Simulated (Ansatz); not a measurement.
Wanted: the native input for an Ansatz 0.2.0 run.

```
Task                : single point
Functional          : HSE06
Potentials or basis : Ansatz PAW
Cutoff              : 420 eV (not typed: the program's choice for these potentials)
k mesh              : 6 × 6 × 2
Occupations         : fermi-dirac, width 0.05 eV
Spin                : no spin polarisation
```

WS2, a slab with vacuum:

```xyz
9
Lattice="3.1830 0.0000 0.0000 -1.5915 2.7565 0.0000 0.0000 0.0000 28.5322" Properties=species:S:1:pos:R:3 pbc="T T T"
W     1.5915    0.9188   12.3933
W     1.5915    0.9188   25.2662
W     0.0000    0.0000   18.8109
S     1.5915    0.9188   17.2513
S     0.0000    0.0000   10.8340
S     0.0000    0.0000   23.7059
S     1.5915    0.9188   20.3706
S     0.0000    0.0000   13.9531
S     0.0000    0.0000   26.8256
```

The input as run:

input

```
crystal:
  lattice:
    - [3.1829541699, 0.0, 0.0]
    - [-1.591477085, 2.7565191702, 0.0]
    - [0.0, 0.0, 28.53221786]
  atoms:
    - { symbol: W, position: [0.6666666667, 0.3333333333, 0.43436168] }
    - { symbol: W, position: [0.6666666667, 0.3333333333, 0.88553378] }
    - { symbol: W, position: [0.0, 0.0, 0.65928643] }
    - { symbol: S, position: [0.6666666667, 0.3333333333, 0.60462521] }
    - { symbol: S, position: [0.0, 0.0, 0.37971025] }
    - { symbol: S, position: [0.0, 0.0, 0.83084828] }
    - { symbol: S, position: [0.6666666667, 0.3333333333, 0.71395221] }
    - { symbol: S, position: [0.0, 0.0, 0.48903042] }
    - { symbol: S, position: [0.0, 0.0, 0.94018573] }
hamiltonian:
  xc: hse06
  pseudopotentials: { kind: paw }
kpoints:
  mp_grid: { grid: [6, 6, 2] }
scf:
  occupations: { method: fermi_dirac, width: 0.05 }
output:
  forces: true
  stress: true
  eigenvalues: true
  write_density: true
  write_potential: true
  elf: true
  volumetric_format: npy
```

It gave:

The largest force is 0.274 eV/Å and the band gap on the k mesh is 1.82 eV, indirect (least direct gap 2.24 eV).

Caveat: spin-orbit coupling is left out, which moves the levels of the heavy elements; the PAW data sets come from PBE, with cores solved anew for the run's functional, which leaves a small shift of forces and pressure.

It took 43 s on 1 × NVIDIA H100 80GB HBM3 with 2 threads of AMD EPYC 7R13 Processor (Zen 3), with other jobs on the host, peak memory 4 GiB.
